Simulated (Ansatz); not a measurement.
# SnO2 at a changed volume: O-17 NMR of the central transition

Cell: a refined structure from the COD, relaxed with PBE at fixed cell and then changed (volume scaled by 1.06, ions relaxed).

Space group P4_2/mnm (No. 136); a = 4.8309, c = 3.2490 Å.

```csv
site,Wyckoff,site symmetry,x,y,z
Sn,2a,m.mm,0.0000,0.0000,0.0000
O,4f,m.2m,0.3067,0.3067,0.0000
```

One atom of each set is listed.

All values are calculated (Ansatz; DFT, PBE, plane waves and PAW, scalar-relativistic, 420 eV cutoff, Γ-centred 7×7×9 k-points, Fermi–Dirac smearing 0.02 eV), not measured.

O-17 has I = 5/2 and Q = -25.58 mb (Pyykkö 2018); at 28.2 T its Larmor frequency is ν₀ = 162.8 MHz. Only the quadrupole interaction is simulated: positions count from each site's isotropic chemical shift, and J coupling is left out, as are shift anisotropy and dipolar coupling, which fast spinning averages.

(1) Simulate the second-order pattern (fast magic-angle spinning, Gaussian broadening 0.08 kHz) of site O (3 Sn at 2.09–2.10 Å).

Results:

(1) The calculation gives C_Q = 6.99 MHz and η = 0.13, so ν_Q = 1.05 MHz and the centre of gravity lies at -11.1 ppm (-1.81 kHz).

| offset (kHz) | height |
| --- | --- |
| -4.722 | 0 |
| -4.607 | 0 |
| -4.492 | 4 |
| -4.377 | 6 |
| -4.262 | 6 |
| -4.146 | 6 |
| -4.031 | 6 |
| -3.916 | 6 |
| -3.801 | 6 |
| -3.686 | 6 |
| -3.571 | 7 |
| -3.455 | 7 |
| -3.340 | 7 |
| -3.225 | 7 |
| -3.110 | 7 |
| -2.995 | 21 |
| -2.880 | 50 |
| -2.764 | 71 |
| -2.649 | 80 |
| -2.534 | 58 |
| -2.419 | 50 |
| -2.304 | 46 |
| -2.189 | 44 |
| -2.073 | 42 |
| -1.958 | 42 |
| -1.843 | 41 |
| -1.728 | 42 |
| -1.613 | 42 |
| -1.498 | 44 |
| -1.382 | 46 |
| -1.267 | 48 |
| -1.152 | 53 |
| -1.037 | 60 |
| -0.922 | 76 |
| -0.807 | 100 |
| -0.691 | 75 |
| -0.576 | 60 |
| -0.461 | 16 |
| -0.346 | 0 |
| -0.231 | 0 |

At O V_zz stands upright on the plane through its three neighbours (within 1°).

Without spin–orbit coupling (the program notes it for Sn) the gradients can shift somewhat, as the gap is small.

The relaxation (3 steps) took 16 s of wall time (14 s of CPU time) and 0.48 GiB at its peak, on 1 thread of Intel Xeon 6975P-C (Granite Rapids) (x86_64; 16 cores open to the job, memory cap 3.0 GiB, no GPU), a shared host with a load of 2.2 a core.
